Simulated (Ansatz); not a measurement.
In: levels along high-symmetry lines

```
In
1.0
    -1.62615    1.62615    2.47395
     1.62615   -1.62615    2.47395
     1.62615    1.62615   -2.47395
In
1
Direct
  0.00000 0.00000 0.00000
```

The geometry is COD entry 9017523, unchecked; take it as a test cell.

Spin–orbit coupling is left out, though it moves levels of the heavy atoms by tenths of an eV or more.

Level of theory: DFT, LDA, all-electron LAPW, scalar-relativistic (Ansatz 0.2.0).

Sampling and basis: a Γ-centred 14×14×14 k mesh, Fermi–Dirac smearing of 0.05 eV, basis error target 0.5 meV/atom, no spin polarisation.

Points in fractions of the reciprocal vectors of this cell: Γ (0, 0, 0), X (0, 0, 0.5), P (0.25, 0.25, 0.25), N (0, 0.5, 0), M (0.5, 0.5, -0.5), S (0.358, 0.642, -0.358), S0 (-0.358, 0.358, 0.358). The path joins them by straight lines in the order Γ–X–P–N–Γ–M–S–S0–Γ; legs that retrace an earlier one aren't tabulated. Energies are in eV from the Fermi level.

Task: Is there a gap?

Result: none: with an odd electron count and no spin polarisation the bands can't all be full, a metal in this set-up (spin order or a larger cell could open a gap).

Task: List the levels between -5 and 5 eV at the symmetry points.

Result: 
Γ: none in this range
X: -1.97, -1.79, 3.45, 3.88
P: -1.42, -0.08 (×2), 1.75
N: -4.41, -3.37
M: -3.05, -2.68, 4.65 (×2)
S: -2.66, -1.21, -0.51
S0: -2.66, -1.21, -0.51
